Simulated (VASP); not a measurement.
## From VASP inputs to Ansatz: LiF (strained zincblende)

INCAR

```
SIGMA = 0.02
LCHARG = .FALSE.
GGA = PE
LREAL = .FALSE.
LWAVE = .FALSE.
IBRION = -1
ISIF = 2
NSW = 0
NELM = 120
EDIFF = 1E-7
ISMEAR = -1
PREC = Accurate
NBANDS = 12
LASPH = .TRUE.
ENCUT = 520
```

KPOINTS

```
KPOINTS created by Atomic Simulation Environment
0
Gamma
10 10 10
0 0 0
```

KPOINTS_OPT

```
special points
6
Reciprocal
0.0000000000 0.0000000000 0.0000000000 1
-0.5000000000 -0.5000000000 0.0000000000 1
-0.3750000000 -0.3750000000 0.2500000000 1
-0.3750000000 0.0000000000 0.3750000000 1
0.0000000000 0.0000000000 0.5000000000 1
-0.5000000000 -0.2500000000 0.2500000000 1
```

POSCAR

```
Li F
 1.0000000000000000
     0.0000000000000000    2.1767797081000002    2.0966475590000000
     2.1767797081000002    0.0000000000000000    2.0966475590000000
     2.1767797081000002    2.1767797081000002    0.0000000000000000
 Li  F
   1   1
Cartesian
  0.0000000000000000  0.0000000000000000  0.0000000000000000
  1.0883898540500003  1.0883898540500003  1.0483237795000000
```

VASP ran with the recommended PBE PAW datasets (10 valence electrons in the cell).

Task: Write an Ansatz input for this cell and level of theory.

Result: 

```yaml
crystal:
  lattice:
    - [0.0, 2.1767797081, 2.096647559]
    - [2.1767797081, 0.0, 2.096647559]
    - [2.1767797081, 2.1767797081, 0.0]
  atoms:
    - { symbol: Li, position: [0.0, 0.0, 0.0] }
    - { symbol: F, position: [0.25, 0.25, 0.25] }
kpoints:
  mp_grid: { grid: [10, 10, 10] }
  band_path:
    path:
      - [0.0, 0.0, 0.0]
      - [-0.5, -0.5, 0.0]
      - [-0.375, -0.375, 0.25]
      - [-0.375, 0.0, 0.375]
      - [0.0, 0.0, 0.5]
      - [-0.5, -0.25, 0.25]
    npoints: 1
hamiltonian:
  xc: pbe
scf:
  occupations: { method: fermi_dirac, width: 0.02 }
  n_extra_bands: 4
output:
  forces: true
  stress: true
  eigenvalues: true
```

Other inputs would serve too.

```tsv
	VASP	Ansatz
gap between bands v and c	7.84 eV	7.85 eV
least direct gap	7.84 eV	7.85 eV
pressure	2.3 GPa	2.5 GPa
```

Datasets and cutoffs are each program's own. VASP's cell holds 10 valence electrons and Ansatz's 10. Ansatz's stress includes a Pulay correction; VASP's doesn't.
